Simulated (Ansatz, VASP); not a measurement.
**Two plane-wave programs on Cu**

POSCAR

```
Cu
1.0
    0.0000000000      1.8075000000      1.8075000000
    1.8075000000      0.0000000000      1.8075000000
    1.8075000000      1.8075000000      0.0000000000
Cu
1
Direct
    0.0000000000      0.0000000000      0.0000000000
```

Contents of INCAR.step1:

```
SYSTEM = Cu
PREC = Accurate ; ENCUT = 520
ISMEAR = 0 ; SIGMA = 0.1
LREAL = .False. ; LASPH = .True.
NELM = 80 ; NBANDS = 12
GGA = PE ; ALGO = Normal
EDIFF = 1E-4 ; LWAVE = .True.
LCHARG = .False.
```

Contents of INCAR.step2:

```
SYSTEM = Cu
PREC = Accurate ; ENCUT = 520
EDIFF = 1E-6 ; ISMEAR = 0
SIGMA = 0.1 ; LREAL = .False.
LASPH = .True. ; NELM = 80
ALGO = Normal ; ISIF = 2
LWAVE = .False. ; LCHARG = .False.
METAGGA = R2SCAN ; LMIXTAU = .True.
NBANDS = 12 ; ISTART = 1
```

KPOINTS

```
regular mesh
0
Gamma
  8 8 8
  0 0 0
```

Input for Ansatz:

```yaml
crystal:
  lattice:
    - [0.0, 1.8075, 1.8075]
    - [1.8075, 0.0, 1.8075]
    - [1.8075, 1.8075, 0.0]
  atoms:
    - { symbol: Cu, position: [0.0, 0.0, 0.0] }
basis:
  ecutwfc: 500
kpoints:
  mp_grid: { grid: [8, 8, 8] }
hamiltonian:
  xc: r2scan
  pseudopotentials: { kind: paw }
scf:
  occupations: { method: gaussian, width: 0.1 }
output:
  forces: true
  stress: true
  eigenvalues: true
```

Alike in both runs: task single point; functional r2SCAN; k mesh 8 × 8 × 8; occupations gaussian, width 0.1 eV; no spin polarisation.

|  | VASP | Ansatz |
| --- | --- | --- |
| version | VASP 6.6.1 | Ansatz 0.2.0 |
| potentials or method | VASP PAW PBE potentials, release 64 (Cu) | scalar-relativistic, plane waves, PAW |
| plane-wave cutoff (eV) | 520 | 500 |
| valence electrons in the cell | 11 | 19 |

|  | VASP | Ansatz | Ansatz less VASP |
| --- | --- | --- | --- |
| gap on the k mesh at the Fermi level (eV) | none | none | - |
| pressure (GPa) | -3.4 | -3.9 | -0.59 |

A gap of «none» marks a metal or a gap that the smearing closes. The two sets of potentials don't hold the same shells in valence.

Caveats: the k mesh is coarse (spacing up to 0.38 Å⁻¹), so the values aren't converged; the PAW data sets were made with another functional, which shifts forces and pressure a little (VASP).
